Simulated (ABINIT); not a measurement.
Here is an ABINIT 10.8.3 (patched build) calculation.

run.abi

```
# Pseudopotentials
pp_dirpath "./"
pseudos "Cu.GGA_PBE-JTH.xml, O.GGA_PBE-JTH.xml"

# Structure
acell 3*1.0 Angstrom
rprim
     2.3446500000    -1.7134000000     0.0000000000
     2.3446500000     1.7134000000     0.0000000000
    -0.8605543552     0.0000000000     5.0594363927
ntypat 2
znucl 29 8
natom 4
typat 1 1 2 2
xred
     0.5057020000    -0.0099960000     0.4952360000
     0.0115430000     0.5010150000    -0.0027230000
     0.4001180000     0.5775250000     0.7609880000
     0.5763470000     0.4140770000     0.2581400000
chkprim 0
chksymtnons 0
tolsym 1.0e-6

# Plane-wave basis
ecut 26.0
pawecutdg 48.0
pawxcdev 0

# k points
kptopt 1
ngkpt 10 10 5
nshiftk 1
shiftk 0.0 0.0 0.0

# Exchange and correlation
ixc 11

# Bands and occupations
nband 30
occopt 3
tsmear 0.05 eV

# SCF cycle
nstep 100
tolvrs 1.0e-9

# Output
iomode 3
prtwf 0
prtden 0
prteig 0
prtebands 0
enunit 1
```

Potentials or basis: JTH PAW PBE v2.0.

Launch:

```sh
$ mpirun --bind-to none -np 4 abinit run.abi > log 2>&1
```

Problem. Predict the band gap on the k mesh.

Solution. None (metal or under the smearing width).

Problem. What does it give for the pressure?

Solution. 6.4 GPa.

Stress tensor (GPa, compression positive):
```
 6.86 -0.02 -2.84
-0.02  6.56  0.77
-2.84  0.77  5.67
```

Caveat: the run has no spin polarisation, though such a crystal can be magnetic; semilocal functionals often make such compounds metallic where correlation or magnetic order opens a gap, which also shifts bond lengths.
